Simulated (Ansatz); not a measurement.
# Pb: distorted cells

The calculation used Ansatz 0.2.0, DFT PBE, scalar-relativistic, plane waves, PAW.

Cutoff 420 eV; k points 16×16×16 on the computed 1-atom cell (Γ-centred); Gaussian smearing, width 0.10 eV; no spin polarisation.

Reference cell:

```xyz
1
Lattice="-1.9797 1.9797 1.9797 1.9797 -1.9797 1.9797 1.9797 1.9797 -1.9797" Properties=species:S:1:pos:R:3 pbc="T T T"
Pb    0.0000    0.0000    0.0000
```

Each variant moves atoms of this cell by the vectors given, if any (Å), and then applies a symmetric strain (tensor components, Cartesian axes). The reference cell isn't relaxed at this level. Energies are per atom at zero smearing, counted from the lowest variant. Pressure is positive in compression.

1. strain (xx yy zz yz xz xy, %) -2.89 -2.89 -2.89 0.00 0.00 0.00
2. strain (xx yy zz yz xz xy, %) 0.88 0.88 0.88 0.00 0.00 0.00
3. strain (xx yy zz yz xz xy, %) -0.83 -0.83 -0.83 0.00 0.00 0.00

```tsv
result	ΔE (meV/atom)	P (GPa)
A	57.8	5.91
B	0.0	0.05
C	11.5	2.32
```

Which variant gave which result?

A is 1, B is 2, C is 3. The pressure falls as the cell grows: from the smallest volume to the largest the variants are 1, 3, 2.

Spin–orbit coupling is left out, which can shift energies with elements as heavy as these.

This bcc form isn't the element's structure at ambient conditions.